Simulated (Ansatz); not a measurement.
# EuO (Fm-3m) in Ansatz: relaxation of cell and atoms with HSE03

Aim: the relaxation of cell and atoms of EuO with HSE03.

Program: Ansatz 0.2.0. These are calculated values, not measurements. Logs are shortened: lines on timing, memory, paths and dates and some standing lists are left out, and cuts for length are marked.

## Step 1: The structure

The structure is cubic, space group Fm-3m (No. 225). The conventional cell has a = 5.144 Å, b = 5.144 Å, c = 5.144 Å, α = 90.00°, β = 90.00°, γ = 90.00°. Eu (site symmetry m-3m) has 6 O at 2.57 Å as nearest neighbours. Around O (site symmetry m-3m) lie 6 Eu at 2.57 Å.

## Step 2: Relaxation of cell and atoms, HSE03, collinear spin, ferromagnetic start

File input.yaml:

```yaml
crystal:
  lattice:
    - [0.0, 2.57195, 2.57195]
    - [2.57195, 0.0, 2.57195]
    - [2.57195, 2.57195, 0.0]
  atoms:
    - { symbol: Eu, position: [0.0, 0.0, 0.0], spin: 7.0 }
    - { symbol: O, position: [0.5, 0.5, 0.5] }
hamiltonian:
  xc: { exchange: pbe, correlation: pbe, exx: { coeff: 0.25, omega: 0.3 } }
  pseudopotentials: { kind: paw }
magnetization:
  spin_polarized: true
kpoints:
  mp_grid: { grid: [5, 5, 5] }
scf:
  occupations: { method: fermi_dirac, width: 0.05 }
output:
  forces: true
  stress: true
  write_density: true
  write_potential: true
  elf: true
  volumetric_format: npy
relax:
  f_tol: 0.01
  max_steps: 40
  cell: { stress_tol: 0.05 }
```

Potentials or basis: Ansatz PAW.

Started as:

```
$ ansatz run input.yaml --threads 2 --pin off --max-ram 5632MiB --backend cpu --events-out ev --progress --plain --runs-dir out
```

The program printed:

```text
Warning: RAYON_NUM_THREADS=2 ignored (pool sized by the plan → 2); use --threads N
Engine: ansatz 0.2.0, aarch64-unknown-linux-gnu
Pseudopotentials: kind: paw
Pseudopotential: Eu, paw, valence charge 17, recommended cutoff 420 eV (normal), Eu.paw.azcp
Pseudopotential: O, paw, valence charge 6, recommended cutoff 420 eV (normal), O.paw.azcp
Functional definition: unnamed
  parameter a_1 = 0.25
  parameter omega_1 = 0.3/angstrom
  exchange = pbe_x + (-a_1)*pbe_x_sr(omega_1) + a_1*exact_x_sr(omega_1)
  correlation = pbe_c
Crystal: 2 atoms, lattice volume = 34.027 Å³
Basis set: ecut = 420 eV, 645 PW (Γ), exchange–correlation on 50×50×50 points (8 copies of the dense FFT grid, shifted against one another)
Bands: 19, of which v1, the nominal top of the filled ones, is band 12 counted from 1 (11 counted from 0)
Symmetry: 48 space group operations
Space group: Fm-3m (ITA 225), of the structure as read, at distance tolerance 3.2e-5 Å
Magnetic group: BNS 225.116 (UNI 1618), of the structure as read, at distance tolerance 3.2e-5 Å
k-points: 10 of 125
Non-local potential: Eu, projectors of the file, l = 0: 3, l = 1: 2, l = 2: 2, l = 3: 3
Non-local potential: O, projectors of the file, l = 0: 2, l = 1: 2, l = 2: 1
PAW form: soft (Blöchl's): semilocal exchange-correlation on the pseudo side does not see the compensation charge
PAW frozen core: Eu, regenerated for the run's functional, and the local potential with it (the file was generated under x = pbe(κ = 0.804, μ = 0.2195149727645171), c = pbe(β = 0.06672455060314922))
PAW frozen core: O, regenerated for the run's functional, and the local potential with it (the file was generated under x = pbe(κ = 0.804, μ = 0.2195149727645171), c = pbe(β = 0.06672455060314922))
PAW one-centre angular grid: Eu, 590 points (default); XC on 96 Gauss nodes
PAW one-centre angular grid: O, 110 points (default); XC on 96 Gauss nodes
Initial density: superposition of atomic densities (chi_scale 0.1, normalization cell)
Starting moments: Σ|m| = 7 μB on 1 of 2 sites
Initial wavefunctions: pseudopotential atomic-orbital guess
Functional: x = pbe(κ = 0.804, μ = 0.2195149727645171), c = pbe(β = 0.06672455060314922), warm-up for x = pbe(κ = 0.804, μ = 0.2195149727645171) + 0.25 (exact − pbe) at short range (hse, ω = 0.3 Å⁻¹), c = pbe(β = 0.06672455060314922)
iter 1 solved again at ethr=2.79e-2 eV; its pass at ethr=1.00e-1 eV (dr2=6.42e0 eV) is discarded
SCF iter   1: F=—  HF=-9335.911541 eV  |F-HF|=—  |Δ(HF+E_count)|=         —  Δρ=3.28e-1 (↑3.28e-1 ↓2.73e-1)  dr2=6.42e0  dr2_m=2.70e1  M=7.000 μB ∫|m|=7.181 μB  β_m=1.00  ethr=2.79e-2  ⟨swp⟩=2.0  Hψ=1653  notcnv=0
preconditioner: auto → none  [insulator: Δε(μ)=0.585 eV  Ē_g=12.604 eV  σ=0.050 eV  W_gap=0.80  n_scr=14 (ndim 8)  ℏωp=29.2 eV  f_vac=0.000  D(μ)=1.07/eV (n_scr^D=8)]
iter 2 solved again at ethr=9.87e-4 eV; its pass at ethr=2.79e-2 eV (dr2=2.27e-1 eV) is discarded
SCF iter   2: F=—  HF=-9328.231345 eV  |F-HF|=—  |Δ(HF+E_count)|=    7.68e0  Δρ=3.18e-2 (↑3.06e-2 ↓3.18e-2)  dr2=2.33e-1  dr2_m=1.73e-1  M=6.906 μB ∫|m|=7.106 μB  β_m=1.00  ethr=9.87e-4  ⟨swp⟩=4.8  Hψ=1915  notcnv=0  defer=9
preconditioner: auto → Kerker (q_TF=auto, 2.556 Å⁻¹)  [metal: Δε(μ)=0.093 eV  Ē_g=12.028 eV  σ=0.050 eV  W_gap=0.43  n_scr=14 (ndim 8)  ℏωp=29.2 eV  f_vac=0.000  D(μ)=1.50/eV (n_scr^D=14)]
spin=Collinear: Kerker preconditioning applied to the charge; magnetization (m = ρ↑ − ρ↓) channel mixes plain (no charge-response kernel on spin).
SCF iter   3: F=—  HF=-9331.379890 eV  |F-HF|=—  |Δ(HF+E_count)|=    3.15e0  Δρ=1.86e-2 (↑1.86e-2 ↓1.27e-2)  dr2=1.88e-1  dr2_m=1.12e-2  M=6.954 μB ∫|m|=7.149 μB  β_m=1.00  ethr=9.87e-4  ⟨swp⟩=3.0  Hψ=900  notcnv=0  defer=2
SCF iter   4: F=—  HF=-9334.398605 eV  |F-HF|=—  |Δ(HF+E_count)|=    3.02e0  Δρ=9.99e-3 (↑9.43e-3 ↓9.99e-3)  dr2=5.36e-2  dr2_m=1.09e-2  M=6.908 μB ∫|m|=7.092 μB  β_m=0.30  ethr=8.19e-4  ⟨swp⟩=3.9  Hψ=992  notcnv=0  defer=2
SCF iter   5: F=—  HF=-9335.740075 eV  |F-HF|=—  |Δ(HF+E_count)|=    1.34e0  Δρ=1.45e-2 (↑1.45e-2 ↓6.22e-3)  dr2=2.35e-2  dr2_m=2.99e-2  M=6.904 μB ∫|m|=7.080 μB  β_m=0.30  ethr=2.33e-4  ⟨swp⟩=4.1  Hψ=1138  notcnv=0  defer=1
SCF iter   6: F=—  HF=-9336.349941 eV  |F-HF|=—  |Δ(HF+E_count)|=   6.10e-1  Δρ=6.77e-3 (↑3.30e-3 ↓6.77e-3)  dr2=1.48e-2  dr2_m=4.70e-3  M=6.937 μB ∫|m|=7.117 μB  β_m=1.00  ethr=1.02e-4  ⟨swp⟩=4.0  Hψ=1066  notcnv=0  defer=1
SCF iter   7: F=—  HF=-9336.770814 eV  |F-HF|=—  |Δ(HF+E_count)|=   4.21e-1  Δρ=1.40e-2 (↑1.40e-2 ↓3.46e-3)  dr2=7.74e-2  dr2_m=1.06e-2  M=6.991 μB ∫|m|=7.173 μB  β_m=1.00  ethr=6.45e-5  ⟨swp⟩=3.2  Hψ=968  notcnv=0
SCF iter   8: F=—  HF=-9336.910822 eV  |F-HF|=—  |Δ(HF+E_count)|=   1.40e-1  Δρ=2.93e-3 (↑2.93e-3 ↓1.56e-3)  dr2=5.81e-4  dr2_m=1.49e-3  M=6.927 μB ∫|m|=7.110 μB  β_m=0.30  ethr=6.45e-5  ⟨swp⟩=4.2  Hψ=1101  notcnv=0
SCF iter   9: F=—  HF=-9336.968444 eV  |F-HF|=—  |Δ(HF+E_count)|=   5.76e-2  Δρ=3.76e-3 (↑3.76e-3 ↓1.25e-3)  dr2=1.76e-3  dr2_m=1.89e-3  M=6.923 μB ∫|m|=7.105 μB  β_m=0.30  ethr=2.52e-6  ⟨swp⟩=3.2  Hψ=905  notcnv=0
Mixer restart at iter 9: flushing history
spin-set hold released at iteration 9 (site moments contracting): the magnetisation degrees of freedom join the quasi-Newton model from the next iteration; the mixer history was flushed
SCF iter  10: F=—  HF=-9336.996895 eV  |F-HF|=—  |Δ(HF+E_count)|=   2.85e-2  Δρ=1.24e-3 (↑1.24e-3 ↓1.17e-3)  dr2=2.67e-5  dr2_m=4.40e-4  M=6.934 μB ∫|m|=7.116 μB  β_m=0.65  ethr=2.52e-6  ⟨swp⟩=3.5  Hψ=836  notcnv=0
SCF iter  11: F=—  HF=-9337.035307 eV  |F-HF|=—  |Δ(HF+E_count)|=   3.84e-2  Δρ=1.33e-2 (↑1.33e-2 ↓8.12e-4)  dr2=4.51e-2  dr2_m=1.43e-2  M=6.906 μB ∫|m|=7.084 μB  β_m=0.65  ethr=1.16e-7  ⟨swp⟩=5.7  Hψ=1496  notcnv=0
SCF iter  12: F=—  HF=-9337.025939 eV  |F-HF|=—  |Δ(HF+E_count)|=   9.37e-3  Δρ=1.39e-3 (↑1.39e-3 ↓2.95e-4)  dr2=3.46e-4  dr2_m=2.15e-4  M=6.932 μB ∫|m|=7.115 μB  β_m=0.82  ethr=1.16e-7  ⟨swp⟩=5.0  Hψ=1404  notcnv=0
SCF iter  13: F=—  HF=-9337.025911 eV  |F-HF|=—  |Δ(HF+E_count)|=   2.78e-5  Δρ=1.39e-4 (↑1.39e-4 ↓1.22e-4)  dr2=1.37e-5  dr2_m=1.72e-6  M=6.936 μB ∫|m|=7.120 μB  β_m=0.76  ethr=1.16e-7  ⟨swp⟩=4.0  Hψ=885  notcnv=0
SCF iter  14: F=—  HF=-9337.025911 eV  |F-HF|=—  |Δ(HF+E_count)|=   3.05e-7  Δρ=9.80e-5 (↑9.80e-5 ↓4.90e-5)  dr2=4.07e-6  dr2_m=6.61e-7  M=6.937 μB ∫|m|=7.121 μB  β_m=0.72  ethr=5.97e-8  ⟨swp⟩=3.6  Hψ=711  notcnv=0
SCF iter  15: F=—  HF=-9337.025912 eV  |F-HF|=—  |Δ(HF+E_count)|=   9.59e-7  Δρ=9.37e-5 (↑9.37e-5 ↓2.89e-5)  dr2=3.05e-6  dr2_m=6.45e-7  M=6.938 μB ∫|m|=7.122 μB  β_m=0.86  ethr=1.77e-8  ⟨swp⟩=2.5  Hψ=643  notcnv=0
SCF iter  16: F=—  HF=-9337.025912 eV  |F-HF|=—  |Δ(HF+E_count)|=   1.93e-7  Δρ=2.30e-5 (↑2.30e-5 ↓9.15e-6)  dr2=6.53e-8  dr2_m=6.86e-8  M=6.937 μB ∫|m|=7.122 μB  β_m=0.93  ethr=1.32e-8  ⟨swp⟩=3.1  Hψ=664  notcnv=0
[... 225 lines left out ...]
SCF 19 converged in 2 iterations: F = -9338.925587 eV  dr2 = 8.51e-13
hybrid outer 1: dexx = +5.263e-10 eV, tail = 9.27e-10 eV
Exchange kernel: α = 0.2500, screened, ω = 0.3000 Å⁻¹, Wigner–Seitz truncation, v(0) = 502.6053 eV·Å³, q-mesh 5×5×5, nearest image of the exchange supercell L = 18.11 Å, pair-density grid 15×15×15, without the augmentation charges, whose exchange is taken in its separable form by FFT convolution over the k-point mesh (sized by the pseudopotential files, 20×20×20 at the most), smooth part of the exact exchange by density-matrix convolution
Frozen-core exchange: fock
SCF iter   1: F=—  HF=-9338.925587 eV  |F-HF|=—  |Δ(HF+E_count)|=         —  Δρ=8.77e-8 (↑8.77e-8 ↓6.01e-8)  dr2=7.13e-13  dr2_m=1.38e-12  M=7.000 μB ∫|m|=7.176 μB  β_m=0.30  ethr=2.02e-11  ⟨swp⟩=11.8  Hψ=1452  notcnv=0
preconditioner: auto → none  [insulator: Δε(μ)=0.342 eV  Ē_g=16.133 eV  σ=0.050 eV  W_gap=0.94  n_scr=14 (ndim 8)  ℏωp=29.3 eV  f_vac=0.001  D(μ)=0.06/eV (n_scr^D=0)]
SCF iter   2: F=-9338.925587 eV  HF=-9338.925587 eV  |F-HF|=3.64e-12  |Δ(HF+E_count)|=  1.82e-12  Δρ=6.03e-8 (↑6.03e-8 ↓4.46e-8)  dr2=2.84e-13  dr2_m=7.23e-13  M=7.000 μB ∫|m|=7.176 μB  ethr=1.00e-12  ⟨swp⟩=2.8  Hψ=635  notcnv=0
SCF 20 converged in 2 iterations: F = -9338.925587 eV  dr2 = 2.84e-13
  Residual-converged pass: ⟨swp⟩=3.7  Hψ=792  notcnv=0  max |occ|·‖R‖ = 9.9e-9 eV (tolerance 1.0e-8 eV)  dr2=2.73e-13  dr2_m=7.31e-13  dr2_onsite=3.32e-13  max |Δocc| = 2.4e-14
hybrid outer 2: dexx = +5.080e-14 eV, tail = 2.69e-12 eV, Δε = 2.22e-7 eV (about 5.99e-8 eV left of the loop's levels)
this state was not tested for a lower state beside it, because the functional holds exact exchange (a hybrid, or Hartree-Fock), whose exchange loop this test does not read (fock_operator); the stability check (scf.self_checks: high) cannot read this state: a pseudopotential is PAW: the check reads norm-conserving sets alone
relax step   6: F+E_penalty+E_count = -9338.92558744 eV  Δ(F+E_penalty+E_count) = +1.819e-12 eV  max|allowed force component| = 4.838e-29 eV/Å  Δτ_max = 0.0000 Å  P = -0.003 GPa  Ω = 33.615 Å³  stress off target by 3.08e-3 GPa  SCF on the basis re-selected at this cell (its energy is not comparable with the rows above)  (4 SCF iters)
basis re-selected at this cell: Δ(F+E_penalty+E_count) = +1.819e-12 eV, ΔP = -0.001 GPa vs the last step (what re-selecting the basis moved, of the pressure what is left beyond the Pulay correction that the steps carried, after the strain that the cell walked since its last selection, with what the two solves' SCF thresholds leave and, on support functions, any second-order correction that the steps lacked; it is no measure of the basis error at this ecutwfc). This SCF's stress stands 3.08e-3 GPa from its target on what of the cell is left free (relax.cell.stress_tol is 5.00e-2 GPa) and its largest allowed force component is 4.84e-29 eV/Å (relax.f_tol is 1.00e-2 eV/Å): within both
hybrid SCF converged: 2 outer / 4 inner (+0 warm-up), last move |dexx| = 5.08e-14 eV, tail = 2.69e-12 eV
Magnetization: 7.0000 μB (15.0000 up, 8.0000 down)
Absolute magnetization: 7.1760 μB (∫|ρ↑−ρ↓|, with the PAW one-centre terms)
Spin contamination: 0.0119 ħ² per cell (⟨S²⟩ above its minimum at these occupations)
Per-site moments (μB) at R_I (Å): [(6.771941590855916, 1.0566306360041238), (-0.07514704435274445, 1.0566306360041238)]
Free energy (F): -9338.925587 eV
Frozen-core exchange: fock
Harris-Foulkes:  -9338.925587 eV  (|F-HF|=3.64e-12)
Internal energy: -9338.924859 eV  (E = F + TS)
E sigma→0 (E₀):  -9338.925223 eV
Entropy (-TS):   -0.000728 eV (-0.364 meV/atom)
Fermi energy:    13.443421 eV
--- Per-component energies (eV) ---
  E_band       = 39.287989
  E_kinetic    = 526.405944
  E_local      = -1954.280585  (includes V_loc(G=0)·N_el)
  E_nonlocal   = 527.456234
  E_hartree    = 770.724757
  E_xc         = -205.074956
  E_vxc        = -240.176107  (∫ρ·V_xc dr)
  E_exx        = -67.608277  (= α·E_x^exact, valence–valence)
  E_paw        = -6530.252425  (= ΣΔE_a)
  E_vpaw       = -226.352833  (= ΣTr[D̂ρ^β])
  E_aug_tail   = 0.002382  (compensation charges beyond the density's cutoff)
  E_ewald      = -2406.545908
  E_core_change = 0.247976  (= ΣΔE_core)
  E_smearing   = -0.000728  (= −TS)
  E_closure    = -0.000000  (closes the sum)
  Σ components = -9338.925587   (vs F -9338.925587, Δ=1.82e-12)
--- Forces (eV/Å), atoms counted from 1 ---
  atom   1  Eu    -0.00000000     0.00000000     0.00000000
  atom   2  O      0.00000000    -0.00000000    -0.00000000
  max |Σ_I F_I| component: 7.15e-29 eV/Å
--- Stress (GPa, compression-positive) ---
       -0.003083      -0.000000      -0.000000
       -0.000000      -0.003083      -0.000000
       -0.000000      -0.000000      -0.003083
  P = ⅓ Tr σ = -0.0031 GPa (-0.031 kbar)
--- Band table (eV; the first three rows and the last of 20) ---
  k-point 0 ↑: bands = ["-29.3031", "-6.7989", "-6.6127", "-6.6127", "-6.6127", "9.4204", "9.4204", "9.4204", "12.4993", "12.8406", "12.8406", "12.8406", "13.2762", "13.2762", "13.2762", "14.5259", "16.4823"]
  k-point 1 ↑: bands = ["-29.2634", "-8.0466", "-6.6433", "-6.6433", "-5.4647", "8.5209", "9.0504", "9.0504", "12.5243", "12.7305", "12.7305", "12.8434", "12.9979", "13.0414", "13.0414", "16.2727", "16.5477"]
  k-point 2 ↑: bands = ["-29.1982", "-8.9141", "-6.6919", "-6.6919", "-4.7618", "7.4332", "8.5029", "8.5029", "12.5721", "12.5967", "12.5967", "12.8361", "12.8361", "12.8475", "12.8692", "17.0099", "19.1161"]
  k-point 9 ↓: bands = ["-25.7966", "-7.5389", "-4.7380", "-4.7026", "-3.7153", "8.4057", "9.0931", "9.4501", "16.4212", "18.3828", "20.4855", "21.8796", "22.3583", "22.5826", "23.0806", "23.1753", "23.3285"]
  guard bands above this table: 2 of the run's 19 bands. The solve was not asked for them (output.publish_guard_bands: true or output.eigenvalues: true publishes all)
--- Relaxed structure (4 steps of the walk, 4 accepted, 2 SCFs on fresh bases) ---
  F+E_penalty+E_count = -9338.92558744 eV   max|allowed force component| = 4.838e-29 eV/Å   (the final SCF, on the basis selected at the relaxed cell)
  cell:  # Å, volume = 33.6146 Å³
    - [1.7833802115134549e-34, 2.561528814555452, 2.561528814555452]
    - [2.561528814555452, 1.4012273090462873e-33, 2.561528814555452]
    - [2.561528814555452, 2.561528814555452, -6.1144464394747095e-34]
  atoms:
    - { symbol: Eu, position: [-9.750272290409725e-36, 1.0530294073643936e-35, 1.1310315856869279e-35] }
    - { symbol: O, position: [0.49999999999999994, 0.49999999999999994, 0.49999999999999994] }
```

Wall time 2.3 min (2 threads of Arm Neoverse V1, shared host); peak memory 0.8 GiB.

What came out:

```
Free energy                            : -9338.9256 eV
Relaxed volume                         : 16.81 Å³/atom
Relaxed cell                           : a = 3.623 Å, b = 3.623 Å, c = 3.623 Å, α = 60.00°, β = 60.00°, γ = 60.00°
Space group after relaxing (to 0.05 Å) : Fm-3m (No. 225)
Energy gained by relaxing              : 0.7 meV/atom
Ionic steps                            : 6
Pressure after relaxing                : 0.0 GPa
Band gap on the k mesh                 : 0.34 eV, indirect (least direct gap 0.49 eV)
Net moment                             : 7.00 μB per cell
Absolute moment                        : 7.18 μB per cell
Site moments                           : Eu +6.77; O -0.08 μB
```

Step by step:
```csv
step,energy change (eV),largest force (eV/Å),volume (Å³)
1,0.0000,0.0000,34.03
2,-0.0020,0.0000,33.25
3,-0.0023,0.0000,33.63
4,-0.0014,0.0000,33.63
5,-0.0014,0.0000,33.61
6,-0.0014,0.0000,33.61
```

Final structure:
```cif
data_structure
_symmetry_space_group_name_H-M 'P 1'
_symmetry_Int_Tables_number 1
_cell_length_a 3.6225
_cell_length_b 3.6225
_cell_length_c 3.6225
_cell_angle_alpha 60.000
_cell_angle_beta 60.000
_cell_angle_gamma 60.000
_cell_volume 33.61
loop_
_atom_site_label
_atom_site_type_symbol
_atom_site_fract_x
_atom_site_fract_y
_atom_site_fract_z
_atom_site_occupancy
Eu1 Eu 0.00000 0.00000 0.00000 1
O1 O 0.50000 0.50000 0.50000 1
```

Levels at points of the mesh, in eV from the valence-band top:
Spin up:
| k point | band 12 | band 13 | band 14 | band 15 | band 16 | band 17 |
| --- | --- | --- | --- | --- | --- | --- |
| (0.00, 0.00, 0.00) | -0.44 | 0.00 | 0.00 | 0.00 | 1.25 | 3.21 |
Spin down:
```csv
k point,band 6,band 7,band 8,band 9,band 10,band 11
"(0.00, 0.00, 0.00)",-3.73,-3.73,-3.73,2.04,4.29,4.29
```

Caveat: the k mesh is coarse (spacing up to 0.42 Å⁻¹), so the values aren't converged, least of all with exact exchange; the magnetic or orbital state may not be the lowest; odd divisions of the mesh miss points on the zone boundary, where band edges often lie, so the gap on the mesh can be too wide; the plane-wave basis is chosen anew once the cell has moved, so the energies of steps on either side of that aren't comparable; the pressure holds a Pulay correction of +0.4 GPa for the finite cutoff; spin-orbit coupling is left out, which moves the levels of the heavy elements; a cell with one magnetic atom can't hold antiferromagnetic order, which such compounds often take; the PAW data sets come from PBE, with cores solved anew for the run's functional, which leaves a small shift of forces and pressure. The state reached can hang on the start; a lower one may exist.
